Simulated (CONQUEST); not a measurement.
# Mg under changes of volume

One of the cells (22.285 Å³/atom); the others are scaled copies at fixed shape and fractional positions:

```xyz
2
Lattice="3.5455 0.0000 0.0000 0.0000 3.5455 0.0000 0.0000 0.0000 3.5455" Properties=species:S:1:pos:R:3 pbc="T T T"
Mg    0.0000    0.0000    0.0000
Mg    1.7728    1.7728    1.7728
```

This isn't the form of Mg at room conditions, which is hcp.

| Item | Value |
| --- | --- |
| Program | CONQUEST 1.3 |
| Functional | PBE |
| Potentials or basis | PseudoDojo NC PBE, DZP, grid of 36 × 36 × 36 points |
| k mesh | 8 × 8 × 8 |
| Occupations | fermi-dirac, width 0.05 eV |
| Spin | no spin polarisation |

```tsv
volume (Å³/atom)	energy over the lowest point (meV/atom)	pressure (GPa)
20.948	28.51	4.6
21.394	17.20	3.4
21.839	9.65	2.4
22.285	?	?
22.731	1.08	0.6
23.176	0.00	0.0
23.622	1.01	-0.7
```

**Question.** What does the run at 22.285 Å³/atom give?

**Answer.** Energy over the lowest point 3.90 meV/atom; pressure 1.6 GPa.

Worked out: A Birch-Murnaghan fit of order 3 (a polynomial in V^(-2/3)) to the other rows has its minimum at 23.18 Å³/atom with B0 = V·E''(V) = 34 GPa and B' = 5.6. It gives 4.09 meV/atom at 22.285 Å³/atom, against the run's 3.90, and -dE/dV = 1.5 GPa, against 1.6.

Energies are extrapolated to zero smearing.

Caveats: the basis of atomic orbitals isn't converged, which shifts pressures, moduli and gaps.
